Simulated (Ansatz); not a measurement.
# PbF2: the band gap up the ladder of functionals

The task here is to estimate one member of a computed series from the others.

Code: Ansatz 0.2.0. PAW datasets, plane waves. Computed at 0 K without zero-point motion; spin polarisation is off.

## Starting point

The cell was relaxed beforehand with r2SCAN+rVV10.

The symmetry is Fm-3m (No. 225, cubic); conventional cell a = 5.892 Å, 17.04 Å³ an atom. Near Pb stand 8 F at 2.55 Å; near F stand 4 Pb at 2.55 Å.

As a file:

Space group Fm-3m (No. 225). a = 5.892 Å, b = 5.892 Å, c = 5.892 Å, α = 90.00°, β = 90.00°, γ = 90.00°
| atom | site | symmetry | x | y | z |
| --- | --- | --- | --- | --- | --- |
| Pb | 4a | m-3m | 0.0000 | 0.0000 | 0.0000 |
| F | 8c | -43m | 0.7500 | 0.7500 | 0.7500 |

The first run:

Contents of input.yaml:

```yaml
crystal:
  lattice:
    - [5.8916182408, 0.0, 0.0]
    - [0.0, 2.945815969, 2.9458164277]
    - [0.0, -2.945815969, 2.9458164277]
  atoms:
    - { symbol: Pb, position: [0.5, 0.9699092238, 0.9699092238] }
    - { symbol: Pb, position: [0.0, 0.4699092238, 0.4699092238] }
    - { symbol: F, position: [0.7500052183, 0.9699224585, 0.4699213178] }
    - { symbol: F, position: [0.2499947817, 0.4699213178, 0.9699224585] }
    - { symbol: F, position: [0.7499947817, 0.4699224585, 0.9699213178] }
    - { symbol: F, position: [0.2500052183, 0.9699213178, 0.4699224585] }
kpoints:
  mp_grid: { grid: [4, 6, 6] }
  band_path:
    path:
      - [[0.0, 0.0, 0.0], [0.0, 0.5000003615226, -0.5000003615226], [0.249999599548, 0.6250004713679, -0.3750002516772]]
      - [[0.7499987986439, 0.3750002711419, -0.3750002711419], [0.0, 0.0, 0.0], [0.4999991990959, 0.500000400452, 3.892947054884e-08], [0.4999991990959, 0.5000003615226, -0.5000003615226], [0.0, 0.5000003615226, -0.5000003615226]]
    npoints: 10
hamiltonian:
  xc: pbe
scf:
  occupations: { method: fermi_dirac, width: 0.02 }
  n_extra_bands: 5
output:
  forces: true
  stress: true
  eigenvalues: true
```

Run with:

```sh
ansatz run input.yaml --threads 4 --pin off --max-ram 5529MiB --backend cpu --events-out ev --progress --plain --runs-dir out
```

Steps of the session up to this table: PBE band path; r2SCAN at the same geometry; HSE06; PBE+SOC; PBE0; LDA at the same geometry; DDH-PBE0; Single point with LC-ωPBE.

One of the session's tables, all rows but one given; the rest of the session is left out.

```
   level  gap (eV)
     PBE      4.41
  r2SCAN      4.92
   HSE06      5.71
 PBE+SOC      4.03
    PBE0      6.44
     LDA         ?
DDH-PBE0      6.83
 LC-ωPBE     10.72
```

Estimate the missing values for LDA.

As computed: gap (eV): 4.26. In the column «gap (eV)» it lies between PBE+SOC (4.03) and PBE (4.41).

Meshes: PBE 4×6×6, r2SCAN 4×6×6, HSE06 4×4×4, PBE+SOC 4×6×6, PBE0 4×4×4, LDA 4×6×6, DDH-PBE0 4×4×4, LC-ωPBE 4×4×4.

What this shows: PBE+SOC gives the least gap, 4.03 eV, and LC-ωPBE the largest, 10.72 eV. PBE reaches 77 % of the HSE06 value, and r2SCAN 86 %. PBE0 lies 0.72 eV above HSE06, which differs from it by screening the long-range exchange.

Caveats from the session: Warnings in the runs' records: structure snapped to symmetry, symmetry narrowed to a group, near symmetry operation missed by atoms, stress exchange threshold loose.
